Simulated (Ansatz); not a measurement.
MgS (rocksalt): gap against strain (epitaxial in the xy plane)

Rocksalt MgS, relaxed with r2SCAN in the plane-wave code Ansatz, then strained (epitaxial in the xy plane; changes of length per length, axes as in the cell below) with the atoms relaxed again within the symmetry that is left. The symmetry is Fm-3m (No. 225, cubic); conventional cell a = 5.203 Å, 17.61 Å³ an atom. Mg has 6 S at 2.60 Å; S has 6 Mg at 2.60 Å. No spin polarisation and no zero-point or thermal motion.

```
Mg S
1.0
     0.00000    2.60152    2.60152
     2.60152    0.00000    2.60152
     2.60152    2.60152    0.00000
Mg S
1 1
Direct
  0.00000 0.00000 0.00000
  0.50000 0.50000 0.50000
```

Gaps are the least over each mesh (PBE 8×8×8, r2SCAN 8×8×8, HSE06 6×6×6 when unstrained) and the special points, which keep their unstrained names; stress is the change from the unstrained cell, compression positive.

| strain (%) | free normal strain (%) | gap, PBE (eV) | gap, r2SCAN (eV) | gap, HSE06 (eV) | edges, HSE06 | in-plane stress, r2SCAN (GPa) | energy rise, r2SCAN (meV/atom) |
| --- | --- | --- | --- | --- | --- | --- | --- |
| -3.88 | +2.44 | 2.669 | 3.335 | 3.674 | Γ → X | +8.49 | 33.0 |
| 0.0 | 0.00 | 2.790 | 3.463 | 3.804 | Γ → X | 0.00 | 0.0 |
| +3.0 | -1.62 | 2.512 | 3.175 | 3.498 | Γ → X | -4.20 | 14.9 |
| +3.65 | -1.95 | 2.464 | 3.124 | 3.444 | Γ → X | -4.89 | 21.4 |
| +4.56 | -2.41 | 2.401 | 3.060 | 3.375 | Γ → X | -5.76 | 32.3 |
| +5.0 | -2.62 | 2.374 | 3.031 | 3.345 | Γ → X | -6.14 | 38.1 |
| +5.36 | -2.81 | 2.353 | 3.009 | 3.322 | Γ → X | -6.42 | 43.2 |

Between zero and the nearest strains the slope of the HSE06 gap against strain is +0.034 eV per percent for negative and -0.102 for positive strain; it falls either way, as happens when edge states split or other valleys take over.

The meshes of the hybrids are coarse, so their gaps aren't converged to the digits shown.
